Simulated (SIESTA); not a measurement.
Crystal: Au.

```
Au
1.0
     0.00000    2.03500    2.03500
     2.03500    0.00000    2.03500
     2.03500    2.03500    0.00000
Au
1
Cartesian
  0.0000 0.0000 0.0000
```

Base run:

```yaml
Program: SIESTA 5.4.2
Functional: PBEsol
Potentials_or_basis: PseudoDojo 0.4 standard (PBEsol files)
Basis: DZP (energy shift 0.003 Ry; two zetas on semicore shells)
Grid_cutoff: 800 Ry
Energy_shift: 0.003 Ry
k_mesh: 11 × 11 × 11
Occupations: fermi-dirac, width 0.05 eV
Spin: no spin polarisation
```

Its results: band gap on the k mesh none (metal or under the smearing width); pressure 3.2 GPa.

Task: After a change of settings the same cell gave: band gap on the k mesh none (metal or under the smearing width); pressure 30.3 GPa. Which change was it?
A. basis from DZP (energy shift 0.003 Ry; two zetas on semicore shells) to TZDP (energy shift 0.003 Ry; two zetas on semicore shells)
B. basis from DZP (energy shift 0.003 Ry; two zetas on semicore shells) to SZP (energy shift 0.003 Ry)
C. basis from DZP (energy shift 0.003 Ry; two zetas on semicore shells) to SZ (energy shift 0.003 Ry)
D. basis from DZP (energy shift 0.003 Ry; two zetas on semicore shells) to TZP (energy shift 0.003 Ry; two zetas on semicore shells)

Result: C.

Caveats: short orbitals over semicore shells can move pressures by several GPa; spin-orbit coupling is left out, which moves the levels of the heavy elements; the basis of atomic orbitals isn't converged, which shifts pressures, moduli and gaps; the basis has no polarisation orbitals (some runs); a pressure of tens of GPa on the cell as given is suspect, and the run, the potentials or the cell itself is likely at fault (some runs).
